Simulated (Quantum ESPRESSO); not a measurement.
# WS2 (Tungstenite) (P1) in Quantum ESPRESSO: a series of runs

Runs on WS2 (Tungstenite). Level: PBEsol. Tasks: relaxation of the atoms.

Everything below comes from runs of Quantum ESPRESSO 7.5. Logs are shortened: lines on timing, memory, paths and dates and some standing lists are left out, and cuts for length are marked.

## 1. The structure

The typed cell holds 3 atoms: a = 6.419 Å, b = 6.436 Å, c = 6.427 Å, α = 28.93°, β = 27.96°, γ = 28.45°.

## 2. Relaxation of the atoms, PBEsol, 17.74 Å³/atom

pw.in reads:

```
&CONTROL
  calculation = 'relax'
  prefix = 'pwscf'
  outdir = './tmp'
  pseudo_dir = './pseudo'
  tprnfor = .true.
  tstress = .true.
  disk_io = 'low'
  nstep = 40
  forc_conv_thr = 0.0004
  etot_conv_thr = 1d-05
/
&SYSTEM
  ibrav = 0
  nat = 3
  ntyp = 2
  ecutwfc = 56
  ecutrho = 448
  nbnd = 20
  occupations = 'smearing'
  smearing = 'fd'
  degauss = 0.00367493
/
&ELECTRONS
  conv_thr = 6d-10
  electron_maxstep = 120
  mixing_beta = 0.5
/
&IONS
  ion_dynamics = 'bfgs'
/
ATOMIC_SPECIES
W    183.8400 w_pbesol_v1.2.uspp.F.UPF
S     32.0600 s_pbesol_v1.4.uspp.F.UPF
CELL_PARAMETERS angstrom
   1.5607672785    0.8800560751    6.1633333333
  -1.5972327215    0.9432160751    6.1633333333
   0.0364654430   -1.8232721501    6.1633333333
ATOMIC_POSITIONS angstrom
W      0.0000000000    0.0000000000    0.0000000000
S      0.0000000000    0.0000000001   10.7426899999
S      0.0000000000    0.0000000001   13.8730469999
K_POINTS automatic
6 6 6 0 0 0
```

Potentials or basis: GBRV 1.5 PBEsol.

Run with:

```
> OMP_NUM_THREADS=1 mpirun -n 2 pw.x -nk 2 -in pw.in > pw.out
```

pw.out:

```text
This program is part of the open-source Quantum ESPRESSO suite
     for quantum simulation of materials; please cite
         "P. Giannozzi et al., J. Phys.:Condens. Matter 21 395502 (2009);
         "P. Giannozzi et al., J. Phys.:Condens. Matter 29 465901 (2017);
         "P. Giannozzi et al., J. Chem. Phys. 152 154105 (2020);
     in publications or presentations arising from this work. More details at

     K-points division:     npool     =       2
     Subspace diagonalization in iterative solution of the eigenvalue problem:
     a serial algorithm will be used

     G-vector sticks info
     --------------------
     sticks:   dense  smooth     PW     G-vecs:    dense   smooth      PW
     Sum        2499    1253    405                57497    20287    3725

     Using Slab Decomposition

     bravais-lattice index     =            0
     lattice parameter (alat)  =      12.1292  a.u.
     unit-cell volume          =     359.0818 (a.u.)^3
     number of atoms/cell      =            3
     number of atomic types    =            2
     number of electrons       =        26.00
     number of Kohn-Sham states=           20
     kinetic-energy cutoff     =      56.0000  Ry
     charge density cutoff     =     448.0000  Ry
     scf convergence threshold =      6.0E-10
     mixing beta               =       0.5000
     number of iterations used =            8  plain     mixing
     energy convergence thresh.=      1.0E-05
     force convergence thresh. =      4.0E-04
     Exchange-correlation= SLA  PW   PSX  PSC
                           (   1   4  10   8   0   0   0)
     nstep                     =           40

     celldm(1)=  12.129211  celldm(2)=   0.000000  celldm(3)=   0.000000
     celldm(4)=   0.000000  celldm(5)=   0.000000  celldm(6)=   0.000000

     crystal axes: (cart. coord. in units of alat)
               a(1) = (   0.243167   0.137112   0.960245 )
               a(2) = (  -0.248848   0.146953   0.960245 )
               a(3) = (   0.005681  -0.284065   0.960245 )

     reciprocal axes: (cart. coord. in units 2 pi/alat)
               b(1) = (  2.056749  1.214575  0.347134 )
               b(2) = ( -2.009793  1.133244  0.347134 )
               b(3) = ( -0.046956 -2.347819  0.347134 )

     PseudoPot. # 1 for W  read from file:
     w_pbesol_v1.2.uspp.F.UPF
     Pseudo is Ultrasoft + core correction, Zval = 14.0
     Generated by new atomic code, or converted to UPF format
     Using radial grid of  923 points,  8 beta functions with:
                l(1) =   0
                l(2) =   0
                l(3) =   0
                l(4) =   1
                l(5) =   1
                l(6) =   2
                l(7) =   2
                l(8) =   3
     Q(r) pseudized with  6 coefficients,  rinner =    1.350   1.350   1.350
                                                       1.350   1.350   1.350
                                                       1.350

     PseudoPot. # 2 for S  read from file:
     s_pbesol_v1.4.uspp.F.UPF
     Pseudo is Ultrasoft + core correction, Zval =  6.0
     Generated by new atomic code, or converted to UPF format
     Using radial grid of  907 points,  6 beta functions with:
                l(1) =   0
                l(2) =   0
                l(3) =   1
                l(4) =   1
                l(5) =   2
                l(6) =   2
     Q(r) pseudized with  8 coefficients,  rinner =    1.300   1.300   1.300
                                                       1.300   1.300

     atomic species   valence    mass     pseudopotential
     W                14.00   183.84000     W ( 1.00)
     S                 6.00    32.06000     S ( 1.00)

     No symmetry found

   Cartesian axes

     site n.     atom                  positions (alat units)
         1        W      tau(   1) = (   0.0000000   0.0000000   0.0000000  )
         2        S      tau(   2) = (   0.0000000   0.0000000   1.6737067  )
         3        S      tau(   3) = (   0.0000000   0.0000000   2.1614150  )

     number of k points=   112  Fermi-Dirac smearing, width (Ry)=  0.0037

     Number of k-points >= 100: set verbosity='high' to print them.

     Dense  grid:    57497 G-vectors     FFT dimensions: (  81,  81,  81)

     Smooth grid:    20287 G-vectors     FFT dimensions: (  60,  60,  60)

     Initial potential from superposition of free atoms

     starting charge      25.8996, renormalised to      26.0000

     negative rho (up, down):  6.259E-02 0.000E+00
     Starting wfcs are   21 randomized atomic wfcs

     Self-consistent Calculation

     iteration #  1     ecut=    56.00 Ry     beta= 0.50
     Davidson diagonalization with overlap
     ethr =  1.00E-02,  avg # of iterations =  5.5

     Threshold (ethr) on eigenvalues was too large:
     Diagonalizing with lowered threshold

     Davidson diagonalization with overlap
     ethr =  3.09E-04,  avg # of iterations =  4.3

     negative rho (up, down):  6.461E-02 0.000E+00

     total energy              =    -207.24826609 Ry
     estimated scf accuracy    <       0.08901382 Ry

     iteration #  2     ecut=    56.00 Ry     beta= 0.50
     Davidson diagonalization with overlap
     ethr =  3.42E-04,  avg # of iterations =  2.2

     negative rho (up, down):  6.624E-02 0.000E+00

     total energy              =    -207.26030623 Ry
     estimated scf accuracy    <       0.01126244 Ry

     iteration #  3     ecut=    56.00 Ry     beta= 0.50
     Davidson diagonalization with overlap
     ethr =  4.33E-05,  avg # of iterations =  5.0
[... 83 lines left out ...]
     convergence has been achieved in  10 iterations

     negative rho (up, down):  6.742E-02 0.000E+00

     Forces acting on atoms (cartesian axes, Ry/au):

     atom    1 type  1   force =    -0.01145008   -0.00094231   -0.02339884
     atom    2 type  2   force =     0.00514878    0.00046442    0.01279615
     atom    3 type  2   force =     0.00630130    0.00047789    0.01060268

     Total force =     0.031974     Total SCF correction =     0.000019

     Computing stress (Cartesian axis) and pressure

     negative rho (up, down):  6.742E-02 0.000E+00
          total   stress  (Ry/bohr**3)                   (kbar)     P=       -1.97
  -0.00003854   0.00028330   0.00001769           -5.67       41.67        2.60
   0.00028330  -0.00002749   0.00000033           41.67       -4.04        0.05
   0.00001769   0.00000033   0.00002592            2.60        0.05        3.81

     BFGS Geometry Optimization
     Energy error            =      1.0E-03 Ry
     Gradient error          =      2.3E-02 Ry/Bohr

     number of scf cycles    =   1
     number of bfgs steps    =   0

     energy             new  =    -207.2637384976 Ry

     new trust radius        =       0.0260671803 bohr
     new conv_thr            =       0.0000000006 Ry

ATOMIC_POSITIONS (angstrom)
W               -0.0060591223       -0.0004986464       -0.0123821314
S                0.0027246178        0.0002457586       10.7494614332
S                0.0033345045        0.0002528880       13.8786576980

     NEW-OLD atomic charge density approx. for the potential

     negative rho (up, down):  6.735E-02 0.000E+00

     Self-consistent Calculation

     iteration #  1     ecut=    56.00 Ry     beta= 0.50
     Davidson diagonalization with overlap
     ethr =  1.00E-06,  avg # of iterations =  7.2

     negative rho (up, down):  6.735E-02 0.000E+00

     total energy              =    -207.26425791 Ry
     estimated scf accuracy    <       0.00005976 Ry
[... 75 lines left out ...]
     atom    1 type  1   force =    -0.00374367   -0.00006204    0.00018463
     atom    2 type  2   force =     0.00218626    0.00004070    0.00111417
     atom    3 type  2   force =     0.00155741    0.00002134   -0.00129879

     Total force =     0.004918     Total SCF correction =     0.000049

     Computing stress (Cartesian axis) and pressure

     negative rho (up, down):  6.735E-02 0.000E+00
          total   stress  (Ry/bohr**3)                   (kbar)     P=       -2.15
  -0.00004413   0.00026943   0.00000415           -6.49       39.63        0.61
   0.00026943  -0.00002677   0.00000014           39.63       -3.94        0.02
   0.00000415   0.00000014   0.00002698            0.61        0.02        3.97

     Energy error            =      5.4E-04 Ry
     Gradient error          =      3.7E-03 Ry/Bohr

     number of scf cycles    =   2
     number of bfgs steps    =   1

     energy             old  =    -207.2637384976 Ry
     energy             new  =    -207.2642796970 Ry

     CASE: energy            _new < energy            _old

     new trust radius        =       0.0042532287 bohr
     new conv_thr            =            5.6E-11 Ry

ATOMIC_POSITIONS (angstrom)
W               -0.0083022678       -0.0005448968       -0.0125606304
S                0.0040160340        0.0002742440       10.7502422968
S                0.0042862338        0.0002706530       13.8780553333

     NEW-OLD atomic charge density approx. for the potential

     negative rho (up, down):  6.737E-02 0.000E+00

     Self-consistent Calculation

     iteration #  1     ecut=    56.00 Ry     beta= 0.50
     Davidson diagonalization with overlap
     ethr =  1.00E-06,  avg # of iterations =  3.0

     Threshold (ethr) on eigenvalues was too large:
     Diagonalizing with lowered threshold

     Davidson diagonalization with overlap
     ethr =  3.54E-09,  avg # of iterations =  5.4

     negative rho (up, down):  6.737E-02 0.000E+00

     total energy              =    -207.26429701 Ry
     estimated scf accuracy    <       0.00000100 Ry

     iteration #  2     ecut=    56.00 Ry     beta= 0.50
     Davidson diagonalization with overlap
     ethr =  3.86E-09,  avg # of iterations =  1.8
[... 71 lines left out ...]
     atom    1 type  1   force =    -0.00092842    0.00007952    0.00050476
     atom    2 type  2   force =     0.00071764   -0.00003458    0.00048468
     atom    3 type  2   force =     0.00021078   -0.00004495   -0.00098944

     Total force =     0.001703     Total SCF correction =     0.000018

     Computing stress (Cartesian axis) and pressure

     negative rho (up, down):  6.737E-02 0.000E+00
          total   stress  (Ry/bohr**3)                   (kbar)     P=       -1.55
  -0.00004255   0.00026423   0.00000511           -6.26       38.87        0.75
   0.00026423  -0.00002347   0.00000021           38.87       -3.45        0.03
   0.00000511   0.00000021   0.00003436            0.75        0.03        5.06

     Energy error            =      1.7E-05 Ry
     Gradient error          =      9.9E-04 Ry/Bohr

     number of scf cycles    =   3
     number of bfgs steps    =   2

     energy             old  =    -207.2642796970 Ry
     energy             new  =    -207.2642971052 Ry

     CASE: energy            _new < energy            _old

     new trust radius        =       0.0016895574 bohr
     new conv_thr            =            1.0E-11 Ry

ATOMIC_POSITIONS (angstrom)
W               -0.0091638423       -0.0004935747       -0.0123273365
S                0.0046395410        0.0002526474       10.7507114175
S                0.0045243013        0.0002409275       13.8773529188

     NEW-OLD atomic charge density approx. for the potential

     negative rho (up, down):  6.738E-02 0.000E+00

     Self-consistent Calculation

     iteration #  1     ecut=    56.00 Ry     beta= 0.50
     Davidson diagonalization with overlap
     ethr =  1.00E-06,  avg # of iterations =  2.0

     Threshold (ethr) on eigenvalues was too large:
     Diagonalizing with lowered threshold

     Davidson diagonalization with overlap
     ethr =  1.27E-09,  avg # of iterations =  5.7

     negative rho (up, down):  6.738E-02 0.000E+00

     total energy              =    -207.26429951 Ry
     estimated scf accuracy    <       0.00000027 Ry

     iteration #  2     ecut=    56.00 Ry     beta= 0.50
     Davidson diagonalization with overlap
     ethr =  1.05E-09,  avg # of iterations =  2.0
[... 67 lines left out ...]
     negative rho (up, down):  6.738E-02 0.000E+00

     Forces acting on atoms (cartesian axes, Ry/au):

     atom    1 type  1   force =     0.00013724    0.00004508    0.00004657
     atom    2 type  2   force =     0.00009653   -0.00002060    0.00027153
     atom    3 type  2   force =    -0.00023377   -0.00002448   -0.00031809

     Total force =     0.000513     Total SCF correction =     0.000005

     Computing stress (Cartesian axis) and pressure

     negative rho (up, down):  6.738E-02 0.000E+00
          total   stress  (Ry/bohr**3)                   (kbar)     P=       -0.97
  -0.00004025   0.00026219   0.00000650           -5.92       38.57        0.96
   0.00026219  -0.00002082   0.00000026           38.57       -3.06        0.04
   0.00000650   0.00000026   0.00004125            0.96        0.04        6.07

     Energy error            =      2.5E-06 Ry
     Gradient error          =      3.2E-04 Ry/Bohr

     bfgs converged in   4 scf cycles and   3 bfgs steps
     (criteria: energy <  1.0E-05 Ry, force <  4.0E-04 Ry/Bohr)

     End of BFGS Geometry Optimization

     Final energy             =    -207.2642995594 Ry

Begin final coordinates

ATOMIC_POSITIONS (angstrom)
W               -0.0091638423       -0.0004935747       -0.0123273365
S                0.0046395410        0.0002526474       10.7507114175
S                0.0045243013        0.0002409275       13.8773529188
End final coordinates

=------------------------------------------------------------------------------=
   JOB DONE.
=------------------------------------------------------------------------------=
```

Wall time 3.1 min (2 MPI ranks of AMD EPYC 9R45 (Zen 5), shared host); peak memory 0.64 GiB.

Results:

```
Free energy                  : -2819.9745 eV
Energy gained by relaxing    : 2.5 meV/atom
Ionic steps                  : 4
Pressure after relaxing      : -0.1 GPa
Largest force after relaxing : 0.010 eV/Å
Band gap on the k mesh       : 0.98 eV, indirect (least direct gap 1.86 eV)
```

Caveat: spin-orbit coupling is left out, which moves the levels of the heavy elements.

## 3. Relaxation of the atoms, PBEsol, 17.74 Å³/atom

pw.in: that of step 2 with these lines changed.

```diff
@@ -35,9 +35,9 @@
 CELL_PARAMETERS angstrom
-   1.5607672785    0.8800560751    6.1633333333
-  -1.5972327215    0.9432160751    6.1633333333
-   0.0364654430   -1.8232721501    6.1633333333
+   1.5698836392    0.8958460751    6.1633333333
+  -1.5881163608    0.9274260751    6.1633333333
+   0.0182327215   -1.8232721501    6.1633333333
 ATOMIC_POSITIONS angstrom
 W      0.0000000000    0.0000000000    0.0000000000
-S      0.0000000000    0.0000000001   10.7426899999
-S      0.0000000000    0.0000000001   13.8730469999
+S     -0.0000000001    0.0000000001   10.7426899999
+S     -0.0000000001    0.0000000001   13.8730469999
 K_POINTS automatic
```

Potentials or basis: GBRV 1.5 PBEsol.

Run with:

```
> OMP_NUM_THREADS=1 mpirun -n 2 pw.x -nk 2 -in pw.in > pw.out
```

Wall time 2.9 min (2 MPI ranks of AMD EPYC 9R45 (Zen 5), shared host); peak memory 0.64 GiB.

Results (log left out):

* Free energy: -2819.9937 eV
* Energy gained by relaxing: 2.0 meV/atom
* Ionic steps: 4
* Pressure after relaxing: -0.2 GPa
* Largest force after relaxing: 0.006 eV/Å
* Band gap on the k mesh: 0.98 eV, indirect (least direct gap 1.87 eV)

Caveat: spin-orbit coupling is left out, which moves the levels of the heavy elements.
